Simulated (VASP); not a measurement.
# Sm (I4/mmm) in VASP: notebook

The runs below take Sm through single point, with PBE.

Program: VASP 6.6.1. These are calculated values, not measurements. Logs are shortened: lines on timing, memory, paths and dates and some standing lists are left out, and cuts for length are marked.

## Step 1: The structure

The structure is tetragonal, space group I4/mmm (No. 139). The conventional cell has a = 3.635 Å, b = 3.635 Å, c = 5.122 Å, α = 90.00°, β = 90.00°, γ = 90.00°. Sm (site symmetry 4/mmm) is surrounded by 12 Sm at 3.63 Å.

This isn't the form of Sm at room conditions, which is rhombohedral.

## Step 2: Single point, PBE, collinear spin, ferromagnetic start

Contents of INCAR:

```
SYSTEM = Sm
PREC = Accurate
ENCUT = 460
EDIFF = 1E-6
ISMEAR = 1
SIGMA = 0.2
LREAL = .False.
LASPH = .True.
NELM = 100
ALGO = Normal
ISIF = 2
LWAVE = .False.
LCHARG = .False.
ISPIN = 2
MAGMOM = 5
LORBIT = 11
LMAXMIX = 6
GGA = PE
ADDGRID = .False.
```

Contents of KPOINTS:

```
regular mesh
0
Gamma
  9 9 9
  0 0 0
```

Contents of POSCAR:

```
Sm
1.0
   -1.8424340000      1.8281900000      2.5309280000
    1.8521830000     -1.8921630000      2.5832430000
    1.7732950000      1.8230240000     -2.5763240000
Sm
1
Direct
    0.0008670000     -0.0165060000      0.0081580000
```

Potentials or basis: VASP PAW PBE potentials, release 64 (Sm).

On the command line:

```console
$ cat potpaw_PBE.64/Sm/POTCAR > POTCAR
$ mpirun -np 1 vasp_std > vasp.out
```

OUTCAR:

```text
SYSTEM = Sm
   PREC = Accurate
   ENCUT = 460
   EDIFF = 1E-6
   ISMEAR = 1
   LREAL = .False.
   LASPH = .True.
   NELM = 100
   ISIF = 2
   ISPIN = 2
   LORBIT = 11
   GGA = PE

 Found    365 irreducible k-points:

 Following reciprocal coordinates:
            Coordinates               Weight
  0.000000  0.000000  0.000000      1.000000
  0.111111 -0.000000  0.000000      2.000000
  0.222222  0.000000 -0.000000      2.000000
  0.333333  0.000000 -0.000000      2.000000
  0.444444  0.000000 -0.000000      2.000000
 -0.000000  0.111111 -0.000000      2.000000
   k-points           NKPTS =    365   k-points in BZ     NKDIM =    365   number of bands    NBANDS=     15
   number of dos      NEDOS =    301   number of ions     NIONS =      1
   total plane-waves  NPLWV =  21952
   dimension x,y,z NGX =    28 NGY =   28 NGZ =   28
   dimension x,y,z NGXF=    56 NGYF=   56 NGZF=   56
   ions per type =               1
   NGX,Y,Z   is equivalent  to a cutoff of  12.84, 12.58, 12.86 a.u.
   NGXF,Y,Z  is equivalent  to a cutoff of  25.68, 25.17, 25.72 a.u.
 SYSTEM =  Sm
   PREC   = accura    normal or accurate (medium, high low for compatibility)
   ISTART =      0    job   : 0-new  1-cont  2-samecut
   ICHARG =      2    charge: 1-file 2-atom 10-const
   ISPIN  =      2    spin polarized calculation?
   LNONCOLLINEAR =      F non collinear calculations
   LSORBIT =      F    spin-orbit coupling
   LASPH  =      T    aspherical Exc in radial PAW
   ENCUT  =  460.0 eV  33.81 Ry    5.81 a.u.   6.34  6.47  6.33*2*pi/ulx,y,z
   NELM   =    100;   NELMIN=  2; NELMDL= -5     # of ELM steps
   EDIFF  = 0.1E-05   stopping-criterion for ELM
   LREAL  =      F    real-space projection
   EDIFFG = 0.1E-04   stopping-criterion for IOM
   NSW    =      0    number of steps for IOM
   IBRION =     -1    ionic relax: 0-MD 1-quasi-New 2-CG
   NFREE  =      0    steps in history (QN), initial steepest desc. (CG)
   ISIF   =      2    stress and relaxation
   ISYM   =      2    0-nonsym 1-usesym 2-fastsym
   POTIM  = 0.5000    time-step for ionic-motion
   TEBEG  =    0.0;   TEEND  =   0.0 temperature during run
   PSTRESS=    0.0 pullay stress
   NELECT =      16.0000    total number of electrons
   NUPDOWN=      -1.0000    fix difference up-down
   EMIN   =  10.00;   EMAX   =-10.00  energy-range for DOS
   EFERMI =   0.00;   METHOD = LEGACY
   ISMEAR =     1;   SIGMA  =   0.20  broadening in eV -4-tet -1-fermi 0-gaus
   EFERMI_NEDOS =   21; number of points for ismear=-14 and -15
   IALGO  =     38    algorithm
   IMIX   =      4    mixing-type and parameters
     AMIX     =   0.40;   BMIX     =  1.00
     AMIX_MAG =   1.60;   BMIX_MAG =  1.00
  volume/ion in A,a.u.               =      33.83       228.31
  Fermi-wavevector in a.u.,A,eV,Ry     =   1.275481  2.410310 22.134673  1.626853
  Thomas-Fermi vector in A             =   2.408191
   LORBIT       =     11    0 simple, 1 ext, 2 COOP (PROOUT), +10 PAW based schemes
   GGA     = PE    functional components
   LHFCALC =     F    Hartree Fock is set to
   AEXX    =    0.0000 exact exchange contribution
   IVDW    =     0    specifies the selected vdW correction
   LEPSILON=     F    determine dielectric tensor
   LRPA    =     F    only Hartree local field effects (RPA)
 spin polarized calculation
 Methfessel and Paxton  Order N= 1 SIGMA  =   0.20
  energy-cutoff  :      460.00
  volume of cell :       33.83
 maximum number of plane-waves:       773
 NGX is ok and might be reduce to    28
   NGX = 13   NGY = 13   NGZ = 13

 number of electron      16.0000000 magnetization       6.5891892

 Free energy of the ion-electron system (eV)
  ---------------------------------------------------
  ext. energy  EPLUGINS =         0.00000000
  ---------------------------------------------------
  free energy    TOTEN  =        -9.28793826 eV

  energy without entropy =       -9.26970816  energy(sigma->0) =       -9.28186156

 E-fermi :   3.0779     XC(G=0):  -9.7720

 val. band max:        3.0772657052   @ k =   0.3333   0.4444   0.4444
 cond. band min:       3.0783894721   @ k =   0.1111  -0.3333   0.4444
 fundamental gap:      0.0011237669
 Fermi energy:         3.0778510448

 spin component 1

 k-point     1 :       0.0000    0.0000    0.0000
  band No.  band energies     occupation
      1     -36.9486      1.00000
      2     -16.1080      1.00000
      3     -16.0851      1.00000
      4     -16.0715      1.00000
      5      -1.4686      1.00000
      6       2.7537      1.02210
      7       2.8190      1.03478
      8       2.8238      1.03516
      9       2.8348      1.03544
     10       2.8367      1.03540
     11       2.8563      1.03299
     12       2.8730      1.02748
     13       4.6105     -0.00000
     14       4.9152     -0.00000
     15       5.0688     -0.00000

 k-point     2 :       0.1111   -0.0000    0.0000
  band No.  band energies     occupation
      1     -36.9361      1.00000
      2     -16.2075      1.00000
      3     -16.1203      1.00000
      4     -16.1005      1.00000
      5      -1.1098      1.00000
      6       2.7257      1.01598
      7       2.7734      1.02664
      8       2.7823      1.02862
      9       2.8221      1.03504
     10       2.8372      1.03538
     11       2.8615      1.03167
     12       2.8766      1.02578
     13       4.6585     -0.00000
     14       4.9166     -0.00000
     15       5.1680     -0.00000

 k-point     3 :       0.2222    0.0000   -0.0000
  band No.  band energies     occupation
      1     -36.9042      1.00000
      2     -16.5233      1.00000
      3     -16.1650      1.00000
      4     -16.1383      1.00000
      5      -0.2137      1.00000
      6       2.6784      1.00806
      7       2.6873      1.00929
      8       2.6925      1.01006
      9       2.8009      1.03231
     10       2.8252      1.03524
     11       2.9014      1.00819
     12       2.9184      0.98933
     13       4.2638     -0.00000
     14       5.0577     -0.00000
     15       5.4376     -0.00000

 k-point     4 :       0.3333    0.0000   -0.0000
  band No.  band energies     occupation
      1     -36.8675      1.00000
      2     -16.8607      1.00000
      3     -16.2172      1.00000
      4     -16.1778      1.00000
      5       0.6307      1.00000
      6       2.6079      1.00221
      7       2.6196      1.00279
      8       2.7399      1.01899
      9       2.8286      1.03539
     10       2.8456      1.03478
     11       2.9734      0.88198
     12       2.9865      0.84544
     13       4.1726     -0.00000
     14       4.7737     -0.00000
     15       5.1941     -0.00000

 k-point     5 :       0.4444    0.0000   -0.0000
  band No.  band energies     occupation
      1     -36.8434      1.00000
      2     -17.0697      1.00000
      3     -16.2513      1.00000
      4     -16.2027      1.00000
      5       0.9151      1.00000
      6       2.5739      1.00106
      7       2.5852      1.00136
      8       2.6983      1.01097
      9       2.8306      1.03544
     10       3.0391      0.66067
     11       3.0435      0.64281
     12       3.0521      0.60814
     13       4.4693     -0.00000
     14       4.6479     -0.00000
     15       4.9002     -0.00000

 k-point     6 :      -0.0000    0.1111   -0.0000
  band No.  band energies     occupation
      1     -36.9366      1.00000
      2     -16.2130      1.00000
      3     -16.1117      1.00000
      4     -16.0982      1.00000
      5      -1.1170      1.00000
      6       2.7257      1.01599
      7       2.7752      1.02705
      8       2.7838      1.02897
      9       2.8248      1.03522
     10       2.8318      1.03545
     11       2.8696      1.02890
     12       2.8744      1.02681
     13       4.5629     -0.00000
     14       5.0260     -0.00000
     15       5.1372     -0.00000

 [... further k-points ...]

 spin component 2

 k-point     1 :       0.0000    0.0000    0.0000
  band No.  band energies     occupation
      1     -34.2525      1.00000
      2     -14.0027      1.00000
      3     -13.9745      1.00000
      4     -13.9606      1.00000
      5      -0.1634      1.00000
      6       5.9149     -0.00000
      7       6.0181     -0.00000
      8       6.2288     -0.00000
      9       6.3862     -0.00000
     10       6.5540     -0.00000
     11       6.6145     -0.00000
     12       6.6376     -0.00000
     13       7.2478      0.00000
     14       7.2572      0.00000
     15       7.2700      0.00000

 k-point     2 :       0.1111   -0.0000    0.0000
  band No.  band energies     occupation
      1     -34.2377      1.00000
      2     -14.1144      1.00000
      3     -14.0163      1.00000
      4     -13.9927      1.00000
      5       0.2072      1.00000
      6       5.5268     -0.00000
      7       6.0525     -0.00000
      8       6.3332     -0.00000
      9       6.4579     -0.00000
     10       6.5784     -0.00000
     11       6.6293     -0.00000
     12       6.6851     -0.00000
     13       7.2515      0.00000
     14       7.2754      0.00000
     15       7.3177      0.00000

 k-point     3 :       0.2222    0.0000   -0.0000
  band No.  band energies     occupation
      1     -34.2002      1.00000
      2     -14.4723      1.00000
      3     -14.0648      1.00000
      4     -14.0357      1.00000
      5       1.1256      1.00000
      6       5.0163     -0.00000
      7       6.0662     -0.00000
      8       6.3603     -0.00000
      9       6.3953     -0.00000
     10       6.6173     -0.00000
     11       6.6795     -0.00000
     12       6.8298     -0.00000
     13       7.1991      0.00000
     14       7.2581      0.00000
     15       7.3270      0.00000

 k-point     4 :       0.3333    0.0000   -0.0000
  band No.  band energies     occupation
      1     -34.1570      1.00000
      2     -14.8513      1.00000
      3     -14.1220      1.00000
      4     -14.0799      1.00000
      5       1.9913      1.00000
      6       5.0449     -0.00000
      7       5.8415     -0.00000
      8       6.2166     -0.00000
      9       6.2671     -0.00000
     10       6.7150     -0.00000
     11       6.7509     -0.00000
     12       6.9277     -0.00000
     13       7.0687     -0.00000
     14       7.1499      0.00000
     15       7.2628      0.00000

 k-point     5 :       0.4444    0.0000   -0.0000
  band No.  band energies     occupation
      1     -34.1285      1.00000
      2     -15.0847      1.00000
      3     -14.1596      1.00000
      4     -14.1076      1.00000
      5       2.2915      1.00000
      6       5.5160     -0.00000
      7       5.6475     -0.00000
      8       6.0617     -0.00000
      9       6.2548     -0.00000
     10       6.7615     -0.00000
     11       6.7823     -0.00000
     12       7.0056     -0.00000
     13       7.0476     -0.00000
     14       7.0620     -0.00000
     15       7.2659      0.00000

 k-point     6 :      -0.0000    0.1111   -0.0000
  band No.  band energies     occupation
      1     -34.2384      1.00000
      2     -14.1218      1.00000
      3     -14.0082      1.00000
      4     -13.9879      1.00000
      5       0.2012      1.00000
      6       5.4807     -0.00000
      7       6.1467     -0.00000
      8       6.3081     -0.00000
      9       6.4245     -0.00000
     10       6.6144     -0.00000
     11       6.6228     -0.00000
     12       6.6673     -0.00000
     13       7.2585      0.00000
     14       7.2774      0.00000
     15       7.3013      0.00000

 [... further k-points ...]
[... 5 lines left out ...]
  --------------------------------------------------------------------------------------
  -------------------------------------------------------------------------------------
  Total        0.5410040      0.4750948      0.5325508      0.0620476      0.1281227      0.0015850
  in kB       25.6205723     22.4992815     25.2202538      2.9384185      6.0675644      0.0750633
  external PRESSURE =      24.4467025 kB  Pullay stress =       0.0000000 kB

 VOLUME and BASIS-vectors are now :
 -----------------------------------------------------------------------------
  energy-cutoff  :      460.00
  volume of cell :       33.83
      direct lattice vectors                 reciprocal lattice vectors
    -1.842434000  1.828190000  2.530928000     0.004892204  0.276448139  0.198983867
     1.852183000 -1.892163000  2.583243000     0.275599134  0.007644485  0.195105370
     1.773295000  1.823024000 -2.576324000     0.281145287  0.279242012  0.002957090

 POSITION                                       TOTAL-FORCE (eV/Angst)
 -----------------------------------------------------------------------------------
      1.83448     -1.84447      2.52178         0.000000      0.000000     -0.000000
 -----------------------------------------------------------------------------------
    total drift:                               -0.000000     -0.000003      0.000002

  FREE ENERGIE OF THE ION-ELECTRON SYSTEM (eV)
  ---------------------------------------------------
  free  energy   TOTEN  =        -9.2879382588 eV

  energy  without entropy=       -9.2697081617  energy(sigma->0) =       -9.28186156

 total charge

# of ion       s       p       d       f       tot
--------------------------------------------------
    1        2.081   5.610   0.464   5.509  13.665

 magnetization (x)

# of ion       s       p       d       f       tot
--------------------------------------------------
    1       -0.001  -0.057   0.272   5.503   5.717
```

It took 7.3 min on 1 thread of Intel Xeon Platinum 8488C (Sapphire Rapids), shared host; peak memory 0.41 GiB.

These settings aren't checked as converged: the numbers below hold their error.

What came out:

```yaml
Free_energy: -9.2879 eV
Pressure: 2.4 GPa
Band_gap_on_the_k_mesh: none (metal or under the smearing width)
Net_moment: 6.59 μB per cell
Site_moments: Sm +5.72 μB
Valence_electrons_inside_the_program's_atomic_spheres: Sm 13.66
```

Caveat: the magnetic or orbital state may not be the lowest; spin-orbit coupling is left out, which moves the levels of the heavy elements.

## Step 3: Single point, PBE, collinear spin, ferromagnetic start

INCAR: that of step 2 with these lines changed.

```diff
@@ -5,3 +5,3 @@
 ISMEAR = 1
-SIGMA = 0.2
+SIGMA = 0.4
 LREAL = .False.
```

KPOINTS is that of step 2.

Contents of POSCAR:

```
Sm
1.0
   -1.8173030691      1.8173030691      2.5609871902
    1.8173030691     -1.8173030691      2.5609871902
    1.8173030691      1.8173030691     -2.5609871902
Sm
1
Direct
    0.0000000000      0.0000000000      0.0000000000
```

Potentials or basis: VASP PAW PBE potentials, release 64 (Sm).

On the command line:

```console
$ cat potpaw_PBE.64/Sm/POTCAR > POTCAR
$ mpirun -np 1 vasp_std > vasp.out
```

OUTCAR:

```text
SYSTEM = Sm
   PREC = Accurate
   ENCUT = 460
   EDIFF = 1E-6
   ISMEAR = 1
   LREAL = .False.
   LASPH = .True.
   NELM = 100
   ISIF = 2
   ISPIN = 2
   LORBIT = 11
   GGA = PE

 Found     75 irreducible k-points:

 Following reciprocal coordinates:
            Coordinates               Weight
  0.000000  0.000000  0.000000      1.000000
  0.111111 -0.000000  0.000000      8.000000
  0.222222 -0.000000  0.000000      8.000000
  0.333333  0.000000  0.000000      8.000000
  0.444444 -0.000000  0.000000      8.000000
  0.111111  0.111111  0.000000      8.000000
   k-points           NKPTS =     75   k-points in BZ     NKDIM =     75   number of bands    NBANDS=     15
   number of dos      NEDOS =    301   number of ions     NIONS =      1
   total plane-waves  NPLWV =  21952
   dimension x,y,z NGX =    28 NGY =   28 NGZ =   28
   dimension x,y,z NGXF=    56 NGYF=   56 NGZF=   56
   ions per type =               1
   NGX,Y,Z   is equivalent  to a cutoff of  12.83, 12.83, 12.83 a.u.
   NGXF,Y,Z  is equivalent  to a cutoff of  25.66, 25.66, 25.66 a.u.
 SYSTEM =  Sm
   PREC   = accura    normal or accurate (medium, high low for compatibility)
   ISTART =      0    job   : 0-new  1-cont  2-samecut
   ICHARG =      2    charge: 1-file 2-atom 10-const
   ISPIN  =      2    spin polarized calculation?
   LNONCOLLINEAR =      F non collinear calculations
   LSORBIT =      F    spin-orbit coupling
   LASPH  =      T    aspherical Exc in radial PAW
[... 267 lines left out ...]
      3     -14.0996      1.00000
      4     -14.0222      1.00000
      5       0.7246      1.00000
      6       5.0744     -0.00000
      7       6.0748     -0.00000
      8       6.3470     -0.00000
      9       6.4607     -0.00000
     10       6.5311     -0.00000
     11       6.6438     -0.00000
     12       6.6982     -0.00000
     13       7.1922     -0.00000
     14       7.2307     -0.00000
     15       7.4776     -0.00000

 [... further k-points ...]
[... 5 lines left out ...]
  --------------------------------------------------------------------------------------
  -------------------------------------------------------------------------------------
  Total        0.4986288      0.4986288      0.5095207      0.0000000      0.0000000     -0.0000000
  in kB       23.6137969     23.6137969     24.1296096      0.0000000      0.0000000     -0.0000000
  external PRESSURE =      23.7857345 kB  Pullay stress =       0.0000000 kB

 VOLUME and BASIS-vectors are now :
 -----------------------------------------------------------------------------
  energy-cutoff  :      460.00
  volume of cell :       33.83
      direct lattice vectors                 reciprocal lattice vectors
    -1.817303069  1.817303069  2.560987190     0.000000000  0.275132975  0.195237212
     1.817303069 -1.817303069  2.560987190     0.275132975  0.000000000  0.195237212
     1.817303069  1.817303069 -2.560987190     0.275132975  0.275132975  0.000000000

 POSITION                                       TOTAL-FORCE (eV/Angst)
 -----------------------------------------------------------------------------------
      0.00000      0.00000      0.00000         0.000000      0.000000     -0.000000
 -----------------------------------------------------------------------------------
    total drift:                                0.000000     -0.000000     -0.000000

  FREE ENERGIE OF THE ION-ELECTRON SYSTEM (eV)
  ---------------------------------------------------
  free  energy   TOTEN  =        -9.3018008184 eV

  energy  without entropy=       -9.2760965744  energy(sigma->0) =       -9.29323274

 total charge

# of ion       s       p       d       f       tot
--------------------------------------------------
    1        2.082   5.608   0.467   5.503  13.661

 magnetization (x)

# of ion       s       p       d       f       tot
--------------------------------------------------
    1       -0.002  -0.059   0.264   5.497   5.700
```

stdout:

```text
POSCAR found type information on POSCAR Sm
 POSCAR found :  1 types and       1 ions
 scaLAPACK will be used
 LDA part: xc-table for (Slater+PW92), standard interpolation
 POSCAR, INCAR and KPOINTS ok, starting setup
 FFT: planning ... GRIDC
 FFT: planning ... GRID_SOFT
 FFT: planning ... GRID
 WAVECAR not read
 entering main loop
```

Wall time 86 s (1 thread of Intel Xeon Platinum 8488C (Sapphire Rapids), shared host); peak memory 0.22 GiB.

The run converged, but some of its settings lie outside the range that counts as converged, so its numbers aren't taken as properties of the crystal.

What came out:

* Free energy: -9.3018 eV
* Pressure: 2.4 GPa
* Band gap on the k mesh: none (metal or under the smearing width)
* Net moment: 6.54 μB per cell
* Site moments: Sm +5.70 μB
* Valence electrons inside the program's atomic spheres: Sm 13.66

Caveat: the magnetic or orbital state may not be the lowest; spin-orbit coupling is left out, which moves the levels of the heavy elements.

[end of part 1 of 2]
